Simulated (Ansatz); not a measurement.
**Cd: what a guessed cell relaxes into**

Aim: relax a trial structure of Cd and see where it ends.

Method: DFT PBE, scalar-relativistic, plane waves, PAW, in Ansatz 0.2.0.

2 further runs of the same task are left out: 1 that didn't finish, 1 set aside as unsound or not needed.

## (1) The structure to begin with

It takes space group Pmmm (No. 47, orthorhombic). The conventional cell has a = 2.490 Å, b = 2.608 Å, c = 6.112 Å, α = 90.00°, β = 90.00°, γ = 90.00°. Cd (site symmetry mmm) is surrounded by 4 Cd at 2.49 to 2.61 Å.

As a file:

```
Cd
1.0
     2.48954    0.00000    0.00000
     0.00000    2.60781    0.00000
     0.00000    0.00000    6.11228
Cd
1
Direct
  0.50000 0.50000 0.50000
```

A structure generator made this guess: random cell by space group and Wyckoff sites (Pmmm, No. 47). Its size is a rough estimate.

## (2) Probe: one point on a coarse mesh

input.yaml

```yaml
crystal:
  lattice:
    - [2.48953676, 0.0, 0.0]
    - [0.0, 2.60781282, 0.0]
    - [0.0, 0.0, 6.1122773]
  atoms:
    - { symbol: Cd, position: [0.5, 0.5, 0.5] }
basis:
  ecutwfc: 420
kpoints:
  mp_grid: { grid: [8, 6, 4] }
hamiltonian:
  xc: pbe
scf:
  occupations: { method: gaussian, width: 0.1 }
  lower_state_search: "off"
output:
  forces: true
  stress: true
  eigenvalues: true
```

On the command line:

```
$ ansatz run input.yaml --threads 1 --pin off --max-ram 2560MiB --backend cpu --events-out ev --progress --plain --runs-dir out
```

The program printed, shortened:

```text
[...]
SCF converged after 6 iterations
Free energy (F): -8253.582273 eV
[...]
E sigma→0 (E₀):  -8253.580871 eV
Entropy (-TS):   -0.002803 eV (-2.803 meV/atom)
Fermi energy:    6.280387 eV
[...]
--- Forces (eV/Å), atoms counted from 1 ---
  atom   1  Cd     0.00000000     0.00000000     0.00000000
[...]
--- Stress (GPa, compression-positive) ---
       19.958289       0.000000       0.000000
        0.000000      10.278964       0.000000
        0.000000       0.000000      -0.242214
  P = ⅓ Tr σ = 9.9983 GPa (99.983 kbar)
--- Band table (eV; the first three rows and the last of 60) ---
  k-point 0: bands = ["-97.2424", "-58.2442", "-58.2066", "-58.1704", "-5.1962", "-4.4774", "-2.4676", "-2.2610", "-1.8673", "-0.8837", "5.3695", "9.2104", "18.4506", "20.6857"]
[...]
```

Run time: 2.5 s. Hardware: 1 thread of Intel Xeon at 2.50GHz (Skylake/Cascade Lake), shared host; peak memory 0.32 GiB.

From the probe: pressure 10.0 GPa, largest force 0.00 eV/Å, gap on this mesh none (metal). A guess like this is first relaxed loosely on the coarse mesh.

## (3) Rough relaxation on the coarse mesh

input.yaml, as its differences from that of step 2:

```diff
@@ -20 +20,6 @@
   eigenvalues: true
+relax:
+  adjacent_minimum: "off"
+  f_tol: 0.04
+  max_steps: 70
+  cell: { stress_tol: 0.4 }
```

On the command line:

```
$ ansatz run input.yaml --threads 1 --pin off --max-ram 2560MiB --backend cpu --events-out ev --progress --plain --runs-dir out
```

The program printed:

```text
Warning: RAYON_NUM_THREADS=1 ignored (pool sized by the plan → 1); use --threads N
Engine: ansatz 0.2.0, x86_64-unknown-linux-gnu
Pseudopotentials: kind: paw
Pseudopotential: Cd, paw, valence charge 20, recommended cutoff 420 eV (normal), Cd.paw.azcp
Functional definition: PBE
  parameter kappa = 0.804
  parameter beta = 0.06672455060314922
  exchange = pbe_x(kappa = kappa, mu = beta*pi^2/3)
  correlation = pbe_c(beta = beta)
Crystal: 1 atoms, lattice volume = 39.682 Å³
Basis set: ecut = 420 eV, 765 PW (Γ), exchange–correlation on 36×36×90 points (8 copies of the dense FFT grid, shifted against one another)
Bands: 14, of which v1, the nominal top of the filled ones, is band 10 counted from 1 (9 counted from 0)
Symmetry: 8 space group operations
Space group: Pmmm (ITA 47), of the structure as read, at distance tolerance 3.4e-5 Å
k-points: 60 of 192
Non-local potential: Cd, projectors of the file, l = 0: 3, l = 1: 2, l = 2: 2, l = 3: 1
PAW form: soft (Blöchl's): semilocal exchange-correlation on the pseudo side does not see the compensation charge
PAW one-centre angular grid: Cd, 590 points (default); XC on 64 Gauss nodes
Initial density: superposition of atomic densities (neutral atoms: chi_scale 0, normalization atom), corrected by the library's trained network
Initial wavefunctions: pseudopotential atomic-orbital guess
Functional: x = pbe(κ = 0.804, μ = 0.2195149727645171), c = pbe(β = 0.06672455060314922)
SCF iter   1: F=—  HF=-8253.581971 eV  |F-HF|=—  |Δ(HF+E_count)|=         —  Δρ=2.07e-3  dr2=2.03e-3  ethr=1.77e-3  ⟨swp⟩=5.7  Hψ=4278  notcnv=0
preconditioner: auto → LDOS  [metal: Δε(μ)=0.071 eV  Ē_g=15.075 eV  σ=0.100 eV  W_gap=0.35  n_scr=6 (ndim 8)  ℏωp=20.4 eV  f_vac=0.432  D(μ)=0.59/eV (n_scr^D=2)  β→1.0]
SCF iter   2: F=—  HF=-8253.582236 eV  |F-HF|=—  |Δ(HF+E_count)|=   2.65e-4  Δρ=1.20e-3  dr2=3.60e-4  ethr=1.02e-5  ⟨swp⟩=2.0  Hψ=1772  notcnv=0  defer=1
SCF iter   3: F=—  HF=-8253.582358 eV  |F-HF|=—  |Δ(HF+E_count)|=   1.22e-4  Δρ=9.11e-4  dr2=2.64e-4  ethr=1.80e-6  ⟨swp⟩=2.0  Hψ=1430  notcnv=0  defer=1
SCF iter   4: F=—  HF=-8253.582275 eV  |F-HF|=—  |Δ(HF+E_count)|=   8.36e-5  Δρ=1.32e-4  dr2=9.01e-6  ethr=1.32e-6  ⟨swp⟩=2.0  Hψ=1143  notcnv=0  defer=1
SCF iter   5: F=—  HF=-8253.582273 eV  |F-HF|=—  |Δ(HF+E_count)|=   1.74e-6  Δρ=2.42e-5  dr2=3.92e-7  ethr=4.50e-8  ⟨swp⟩=2.0  Hψ=1126  notcnv=0  defer=1
SCF iter   6: F=-8253.582273 eV  HF=-8253.582273 eV  |F-HF|=8.46e-10  |Δ(HF+E_count)|=   7.94e-8  Δρ=3.89e-6  dr2=1.73e-8  ethr=5.00e-10  ⟨swp⟩=6.6  Hψ=3765  notcnv=0
SCF 1 converged in 6 iterations: F = -8253.582273 eV  dr2 = 1.73e-8
relax step   1: F+E_penalty+E_count = -8253.58227290 eV  Δ(F+E_penalty+E_count) = +0.000e0 eV  max|allowed force component| = 0.000e0 eV/Å  Δτ_max = 0.0000 Å  P = +9.998 GPa  Ω = 39.682 Å³  (6 SCF iters, dr2 threshold 1.00e-7 eV, accepted)
Crystal: 1 atoms, lattice volume = 42.794 Å³
Basis set: ecut = 420 eV, 825 PW (Γ), exchange–correlation on 36×36×90 points (8 copies of the dense FFT grid, shifted against one another)
Initial density: handed on by an earlier stage of this run
Initial wavefunctions: those handed on with the density
iter 1 solved again at ethr=6.32e-5 eV; its pass at ethr=3.10e-3 eV (dr2=1.26e-2 eV) is discarded
SCF iter   1: F=—  HF=-8253.817558 eV  |F-HF|=—  |Δ(HF+E_count)|=         —  Δρ=4.71e-3  dr2=1.29e-2  ethr=6.32e-5  ⟨swp⟩=1.0  Hψ=5957  notcnv=0
preconditioner: auto → LDOS  [metal: Δε(μ)=0.010 eV  Ē_g=14.618 eV  σ=0.100 eV  W_gap=0.05  n_scr=6 (ndim 8)  ℏωp=19.7 eV  f_vac=0.436  D(μ)=0.80/eV (n_scr^D=2)  β→1.0]
SCF iter   2: F=—  HF=-8253.816430 eV  |F-HF|=—  |Δ(HF+E_count)|=   1.13e-3  Δρ=5.60e-3  dr2=9.40e-3  ethr=6.32e-5  ⟨swp⟩=2.2  Hψ=1588  notcnv=0
SCF iter   3: F=—  HF=-8253.813635 eV  |F-HF|=—  |Δ(HF+E_count)|=   2.80e-3  Δρ=8.11e-4  dr2=3.97e-4  ethr=4.70e-5  ⟨swp⟩=2.8  Hψ=1929  notcnv=0
SCF iter   4: F=—  HF=-8253.813568 eV  |F-HF|=—  |Δ(HF+E_count)|=   6.64e-5  Δρ=1.45e-4  dr2=2.31e-5  ethr=1.98e-6  ⟨swp⟩=2.1  Hψ=1139  notcnv=0
SCF iter   5: F=—  HF=-8253.813577 eV  |F-HF|=—  |Δ(HF+E_count)|=   8.37e-6  Δρ=3.20e-5  dr2=1.01e-6  ethr=1.15e-7  ⟨swp⟩=1.9  Hψ=929  notcnv=0
iter 6 did not close the SCF: its close was put off until two iterations running show no level that it waits for move by more than its bar (scf_convergence_deferred on its scf_iter line)
SCF iter   6: F=-8253.813577 eV  HF=-8253.813577 eV  |F-HF|=2.85e-8  |Δ(HF+E_count)|=   2.23e-7  Δρ=6.65e-6  dr2=4.25e-8  ethr=5.00e-10  ⟨swp⟩=6.2  Hψ=3899  notcnv=0
iter 7 did not close the SCF: its close was put off until two iterations running show no level that it waits for move by more than its bar (scf_convergence_deferred on its scf_iter line)
SCF iter   7: F=-8253.813577 eV  HF=-8253.813577 eV  |F-HF|=1.83e-9  |Δ(HF+E_count)|=   3.64e-8  Δρ=1.28e-6  dr2=7.82e-10  ethr=2.12e-10  ⟨swp⟩=2.6  Hψ=2624  notcnv=0
SCF iter   8: F=-8253.813577 eV  HF=-8253.813577 eV  |F-HF|=3.64e-11  |Δ(HF+E_count)|=   2.10e-9  Δρ=1.99e-7  dr2=1.42e-11  ethr=3.91e-12  ⟨swp⟩=1.0  Hψ=2183  notcnv=0
SCF 2 converged in 8 iterations: F = -8253.813577 eV  dr2 = 1.42e-11
relax step   2: F+E_penalty+E_count = -8253.81357691 eV  Δ(F+E_penalty+E_count) = -2.313e-1 eV  max|allowed force component| = 0.000e0 eV/Å  Δτ_max = 0.0000 Å  P = +5.271 GPa  Ω = 42.794 Å³  energy of the carried Pulay correction = -7.687e-4 eV  (8 SCF iters, dr2 threshold 1.00e-7 eV, accepted)
Crystal: 1 atoms, lattice volume = 45.954 Å³
Basis set: ecut = 420 eV, 909 PW (Γ), exchange–correlation on 36×36×90 points (8 copies of the dense FFT grid, shifted against one another)
iter 1 solved again at ethr=5.20e-5 eV; its pass at ethr=3.10e-3 eV (dr2=1.04e-2 eV) is discarded
SCF iter   1: F=—  HF=-8253.944489 eV  |F-HF|=—  |Δ(HF+E_count)|=         —  Δρ=3.96e-3  dr2=1.06e-2  ethr=5.20e-5  ⟨swp⟩=1.1  Hψ=5993  notcnv=0
preconditioner: auto → LDOS  [metal: Δε(μ)=0.041 eV  Ē_g=14.070 eV  σ=0.100 eV  W_gap=0.23  n_scr=8 (ndim 8)  ℏωp=19.0 eV  f_vac=0.437  D(μ)=0.60/eV (n_scr^D=2)  β→1.0]
SCF iter   2: F=—  HF=-8253.943458 eV  |F-HF|=—  |Δ(HF+E_count)|=   1.03e-3  Δρ=4.88e-3  dr2=7.58e-3  ethr=5.20e-5  ⟨swp⟩=2.1  Hψ=1592  notcnv=0
SCF iter   3: F=—  HF=-8253.941158 eV  |F-HF|=—  |Δ(HF+E_count)|=   2.30e-3  Δρ=7.38e-4  dr2=3.86e-4  ethr=3.79e-5  ⟨swp⟩=2.9  Hψ=1954  notcnv=0
SCF iter   4: F=—  HF=-8253.941087 eV  |F-HF|=—  |Δ(HF+E_count)|=   7.08e-5  Δρ=1.28e-4  dr2=2.77e-5  ethr=1.93e-6  ⟨swp⟩=2.1  Hψ=1161  notcnv=0
SCF iter   5: F=—  HF=-8253.941145 eV  |F-HF|=—  |Δ(HF+E_count)|=   5.82e-5  Δρ=3.35e-5  dr2=1.23e-6  ethr=1.39e-7  ⟨swp⟩=1.8  Hψ=905  notcnv=0
SCF iter   6: F=-8253.941146 eV  HF=-8253.941146 eV  |F-HF|=4.03e-8  |Δ(HF+E_count)|=   6.57e-7  Δρ=6.22e-6  dr2=3.57e-8  ethr=5.00e-10  ⟨swp⟩=4.1  Hψ=4220  notcnv=0
SCF 3 converged in 6 iterations: F = -8253.941146 eV  dr2 = 3.57e-8
relax step   3: F+E_penalty+E_count = -8253.94114605 eV  Δ(F+E_penalty+E_count) = -1.276e-1 eV  max|allowed force component| = 0.000e0 eV/Å  Δτ_max = 0.0000 Å  P = +2.449 GPa  Ω = 45.954 Å³  energy of the carried Pulay correction = -1.486e-3 eV  (6 SCF iters, dr2 threshold 1.00e-7 eV, accepted)
[... from here on, the SCF cycles and remarks between the steps are left out ...]
relax step   4: F+E_penalty+E_count = -8253.99946167 eV  Δ(F+E_penalty+E_count) = -5.832e-2 eV  max|allowed force component| = 0.000e0 eV/Å  Δτ_max = 0.0000 Å  P = +1.287 GPa  Ω = 48.715 Å³  energy of the carried Pulay correction = -2.083e-3 eV  (6 SCF iters, dr2 threshold 1.00e-7 eV, accepted)
relax step   5: F+E_penalty+E_count = -8254.02022738 eV  Δ(F+E_penalty+E_count) = -2.077e-2 eV  max|allowed force component| = 0.000e0 eV/Å  Δτ_max = 0.0000 Å  P = -0.368 GPa  Ω = 51.081 Å³  energy of the carried Pulay correction = -2.564e-3 eV  (6 SCF iters, dr2 threshold 1.00e-7 eV, accepted)
relax step   6: F+E_penalty+E_count = -8254.02252168 eV  Δ(F+E_penalty+E_count) = -2.294e-3 eV  max|allowed force component| = 0.000e0 eV/Å  Δτ_max = 0.0000 Å  P = -0.182 GPa  Ω = 50.185 Å³  energy of the carried Pulay correction = -2.402e-3 eV  (5 SCF iters, dr2 threshold 1.00e-7 eV, accepted)
relax step   7: F+E_penalty+E_count = -8254.03054263 eV  Δ(F+E_penalty+E_count) = -8.021e-3 eV  max|allowed force component| = 0.000e0 eV/Å  Δτ_max = 0.0000 Å  P = -0.109 GPa  Ω = 47.545 Å³  energy of the carried Pulay correction = -1.918e-3 eV  (5 SCF iters, dr2 threshold 1.00e-7 eV, accepted)
relax step   8: F+E_penalty+E_count = -8254.04043714 eV  Δ(F+E_penalty+E_count) = -9.895e-3 eV  max|allowed force component| = 0.000e0 eV/Å  Δτ_max = 0.0000 Å  P = -0.079 GPa  Ω = 44.902 Å³  energy of the carried Pulay correction = -1.400e-3 eV  (5 SCF iters, dr2 threshold 1.00e-7 eV, accepted)
relax step   9: F+E_penalty+E_count = -8254.05550969 eV  Δ(F+E_penalty+E_count) = -1.507e-2 eV  max|allowed force component| = 0.000e0 eV/Å  Δτ_max = 0.0000 Å  P = -0.300 GPa  Ω = 42.333 Å³  energy of the carried Pulay correction = -8.633e-4 eV  (5 SCF iters, dr2 threshold 1.00e-7 eV, accepted)
relax step  10: F+E_penalty+E_count = -8254.07809243 eV  Δ(F+E_penalty+E_count) = -2.258e-2 eV  max|allowed force component| = 0.000e0 eV/Å  Δτ_max = 0.0000 Å  P = -0.480 GPa  Ω = 39.825 Å³  energy of the carried Pulay correction = -3.009e-4 eV  (5 SCF iters, dr2 threshold 1.00e-7 eV, accepted)
relax step  11: F+E_penalty+E_count = -8254.10924524 eV  Δ(F+E_penalty+E_count) = -3.115e-2 eV  max|allowed force component| = 0.000e0 eV/Å  Δτ_max = 0.0000 Å  P = -0.670 GPa  Ω = 37.330 Å³  energy of the carried Pulay correction = +2.977e-4 eV  (5 SCF iters, dr2 threshold 1.00e-7 eV, accepted)
relax step  12: F+E_penalty+E_count = -8254.15405997 eV  Δ(F+E_penalty+E_count) = -4.481e-2 eV  max|allowed force component| = 0.000e0 eV/Å  Δτ_max = 0.0000 Å  P = -0.867 GPa  Ω = 34.827 Å³  energy of the carried Pulay correction = +9.404e-4 eV  (6 SCF iters, dr2 threshold 1.00e-7 eV, accepted)
relax step  13: F+E_penalty+E_count = -8254.20990684 eV  Δ(F+E_penalty+E_count) = -5.585e-2 eV  max|allowed force component| = 0.000e0 eV/Å  Δτ_max = 0.0000 Å  P = -1.007 GPa  Ω = 32.340 Å³  energy of the carried Pulay correction = +1.626e-3 eV  (6 SCF iters, dr2 threshold 1.00e-7 eV, accepted)
relax step  14: F+E_penalty+E_count = -8254.28365741 eV  Δ(F+E_penalty+E_count) = -7.375e-2 eV  max|allowed force component| = 0.000e0 eV/Å  Δτ_max = 0.0000 Å  P = -1.886 GPa  Ω = 29.838 Å³  energy of the carried Pulay correction = +2.368e-3 eV  (6 SCF iters, dr2 threshold 1.00e-7 eV, accepted)
relax step  15: F+E_penalty+E_count = -8254.33591993 eV  Δ(F+E_penalty+E_count) = -5.226e-2 eV  max|allowed force component| = 0.000e0 eV/Å  Δτ_max = 0.0000 Å  P = -0.059 GPa  Ω = 27.197 Å³  energy of the carried Pulay correction = +3.219e-3 eV  (5 SCF iters, dr2 threshold 1.00e-7 eV, accepted)
relax step  16: F+E_penalty+E_count = -8254.33935320 eV  Δ(F+E_penalty+E_count) = -3.433e-3 eV  max|allowed force component| = 0.000e0 eV/Å  Δτ_max = 0.0000 Å  P = -0.310 GPa  Ω = 27.166 Å³  energy of the carried Pulay correction = +3.217e-3 eV  (4 SCF iters, dr2 threshold 1.00e-7 eV, accepted)
relax step  17: F+E_penalty+E_count = -8254.33978016 eV  Δ(F+E_penalty+E_count) = -4.270e-4 eV  max|allowed force component| = 0.000e0 eV/Å  Δτ_max = 0.0000 Å  P = -0.015 GPa  Ω = 26.995 Å³  energy of the carried Pulay correction = +3.280e-3 eV  (4 SCF iters, dr2 threshold 1.00e-7 eV, accepted)
relax step  18: F+E_penalty+E_count = -8254.34565270 eV  Δ(F+E_penalty+E_count) = -5.873e-3 eV  max|allowed force component| = 0.000e0 eV/Å  Δτ_max = 0.0000 Å  P = +0.509 GPa  Ω = 26.995 Å³  stress off target by 1.13e0 GPa  SCF on the basis re-selected at this cell (its energy is not comparable with the rows above)  (5 SCF iters)
relax step  19: F+E_penalty+E_count = -8254.34650267 eV  Δ(F+E_penalty+E_count) = -8.500e-4 eV  max|allowed force component| = 0.000e0 eV/Å  Δτ_max = 0.0000 Å  P = +0.106 GPa  Ω = 27.311 Å³  energy of the carried Pulay correction = -1.018e-4 eV  (4 SCF iters, dr2 threshold 1.00e-7 eV, accepted)
iter 1 solved again at ethr=1.21e-9 eV; its pass at ethr=3.10e-3 eV (dr2=2.42e-7 eV) is discarded
SCF iter   1: F=—  HF=-8254.346605 eV  |F-HF|=—  |Δ(HF+E_count)|=         —  Δρ=3.24e-5  dr2=1.01e-7  ethr=1.21e-9  ⟨swp⟩=3.7  Hψ=6729  notcnv=0
preconditioner: auto → none  [metal: Δε(μ)=0.045 eV  Ē_g=15.456 eV  σ=0.100 eV  W_gap=0.24  n_scr=6 (ndim 8)  ℏωp=24.6 eV  f_vac=0.028  D(μ)=0.49/eV (n_scr^D=0)]
SCF iter   2: F=—  HF=-8254.346599 eV  |F-HF|=—  |Δ(HF+E_count)|=   5.79e-6  Δρ=1.28e-5  dr2=2.26e-8  ethr=5.05e-10  ⟨swp⟩=3.0  Hψ=1613  notcnv=0
SCF iter   3: F=—  HF=-8254.346599 eV  |F-HF|=—  |Δ(HF+E_count)|=   1.39e-8  Δρ=5.34e-6  dr2=5.18e-9  ethr=1.13e-10  ⟨swp⟩=2.0  Hψ=1178  notcnv=0
SCF iter   4: F=-8254.346599 eV  HF=-8254.346599 eV  |F-HF|=1.64e-10  |Δ(HF+E_count)|=   1.45e-9  Δρ=7.39e-7  dr2=4.65e-11  ethr=3.20e-12  ⟨swp⟩=2.0  Hψ=2927  notcnv=0
SCF 20 converged in 4 iterations: F = -8254.346599 eV  dr2 = 4.65e-11
relax step  20: F+E_penalty+E_count = -8254.34659901 eV  Δ(F+E_penalty+E_count) = -9.634e-5 eV  max|allowed force component| = 0.000e0 eV/Å  Δτ_max = 0.0000 Å  P = +0.105 GPa  Ω = 27.311 Å³  stress off target by 2.59e-1 GPa  SCF on the basis re-selected at this cell (its energy is not comparable with the rows above)  (4 SCF iters)
basis re-selected at this cell: Δ(F+E_penalty+E_count) = -9.634e-5 eV, ΔP = -0.002 GPa vs the last step (what re-selecting the basis moved, of the pressure what is left beyond the Pulay correction that the steps carried, after the strain that the cell walked since its last selection, with what the two solves' SCF thresholds leave and, on support functions, any second-order correction that the steps lacked; it is no measure of the basis error at this ecutwfc). This SCF's stress stands 2.59e-1 GPa from its target on what of the cell is left free (relax.cell.stress_tol is 4.00e-1 GPa) and its largest allowed force component is 0.00e0 eV/Å (relax.f_tol is 4.00e-2 eV/Å): within both
SCF converged after 4 iterations
Free energy (F): -8254.346599 eV
Harris-Foulkes:  -8254.346599 eV  (|F-HF|=1.64e-10)
Internal energy: -8254.344159 eV  (E = F + TS)
E sigma→0 (E₀):  -8254.345379 eV
Entropy (-TS):   -0.002440 eV (-2.440 meV/atom)
Fermi energy:    10.411254 eV
--- Per-component energies (eV) ---
  E_band       = -467.796762
  E_kinetic    = 504.735003
  E_local      = -3405.354004  (includes V_loc(G=0)·N_el)
  E_nonlocal   = 31.838988
  E_hartree    = 1580.647714
  E_xc         = -176.688417
  E_vxc        = -221.533274  (∫ρ·V_xc dr)
  E_paw        = -4082.221947  (= ΣΔE_a)
  E_vpaw       = -538.778951  (= ΣTr[D̂ρ^β])
  E_aug_tail   = 0.000013  (compensation charges beyond the density's cutoff)
  E_ewald      = -2707.301508
  E_smearing   = -0.002440  (= −TS)
  E_closure    = 0.000000  (closes the sum)
  Σ components = -8254.346599   (vs F -8254.346599, Δ=0.00e0)
--- Forces (eV/Å), atoms counted from 1 ---
  atom   1  Cd    -0.00000000     0.00000000     0.00000000
  max |Σ_I F_I| component: 3.98e-28 eV/Å
--- Stress (GPa, compression-positive) ---
        0.259326      -0.000000      -0.000000
       -0.000000       0.125280      -0.000000
       -0.000000      -0.000000      -0.070933
  P = ⅓ Tr σ = 0.1046 GPa (1.046 kbar)
--- Band table (eV; the first three rows and the last of 60) ---
  k-point 0: bands = ["-92.1038", "-53.1483", "-53.1363", "-53.1269", "1.0854", "1.2876", "2.4434", "2.4641", "2.5667", "3.3124", "18.4331", "20.7397", "21.3713", "22.1943"]
  k-point 1: bands = ["-92.1034", "-53.1559", "-53.1358", "-53.1264", "1.1211", "1.4823", "2.3236", "2.3489", "2.5754", "4.4040", "13.1522", "21.8712", "22.5093", "24.6577"]
  k-point 2: bands = ["-92.1031", "-53.1635", "-53.1353", "-53.1259", "1.1558", "1.6462", "2.2073", "2.2369", "2.5841", "7.1664", "8.4969", "23.7308", "24.3956", "25.0065"]
  k-point 59: bands = ["-92.0978", "-53.1806", "-53.1605", "-53.1565", "1.4370", "1.5962", "1.6609", "2.7481", "2.9765", "14.7365", "14.9104", "15.4930", "17.5094", "18.9239"]
--- Relaxed structure (18 steps of the walk, 18 accepted, 2 SCFs on fresh bases) ---
  F+E_penalty+E_count = -8254.34659901 eV   max|allowed force component| = 0.000e0 eV/Å   (the final SCF, on the basis selected at the relaxed cell)
  cell:  # Å, volume = 27.3106 Å³
    - [2.906746490775964, 0.0, 0.0]
    - [0.0, 2.9587325168724536, 0.0]
    - [0.0, 0.0, 3.1755412434591044]
  atoms:
    - { symbol: Cd, position: [0.5, 0.5000000000000001, 0.5] }
```

Run time: 65 s. Hardware: 1 thread of Intel Xeon at 2.50GHz (Skylake/Cascade Lake), shared host; peak memory 0.34 GiB.

Step by step:

```csv
step,energy from step 1 (eV/cell),largest force component (eV/Å),pressure (GPa),volume (Å³)
1,0.0000,0.0000,10.00,39.68
2,-0.2313,0.0000,5.27,42.79
3,-0.3589,0.0000,2.45,45.95
4,-0.4172,0.0000,1.29,48.72
5,-0.4380,0.0000,-0.37,51.08
6,-0.4402,0.0000,-0.18,50.19
7,-0.4483,0.0000,-0.11,47.55
8,-0.4582,0.0000,-0.08,44.90
9,-0.4732,0.0000,-0.30,42.33
10,-0.4958,0.0000,-0.48,39.83
11,-0.5270,0.0000,-0.67,37.33
12,-0.5718,0.0000,-0.87,34.83
13,-0.6276,0.0000,-1.01,32.34
14,-0.7014,0.0000,-1.89,29.84
15,-0.7536,0.0000,-0.06,27.20
16,-0.7571,0.0000,-0.31,27.17
17,-0.7575,0.0000,-0.01,27.00
18,-0.7634,0.0000,0.51,27.00
19,-0.7642,0.0000,0.11,27.31
20,-0.7643,0.0000,0.10,27.31
```

Step 1 is the start. Steps 18, 20 each repeat the geometry before them on a plane-wave basis chosen anew, so the energy can jump there without any move.

|  | before | after | change |
| --- | --- | --- | --- |
| a (Å) | 2.490 | 2.907 | +16.8 % |
| b (Å) | 2.608 | 2.959 | +13.5 % |
| c (Å) | 6.112 | 3.176 | -48.0 % |
| volume (Å³/atom) | 39.68 | 27.31 | -31.2 % |
| shortest distance (Å) | 2.490 | 2.907 | +16.8 % |
| space group (0.01 Å) | Pmmm | Pmmm | same |

Forces and stress were held to the start's 8 operations: a distortion of lower symmetry was not tested.

[end of part 1 of 2]
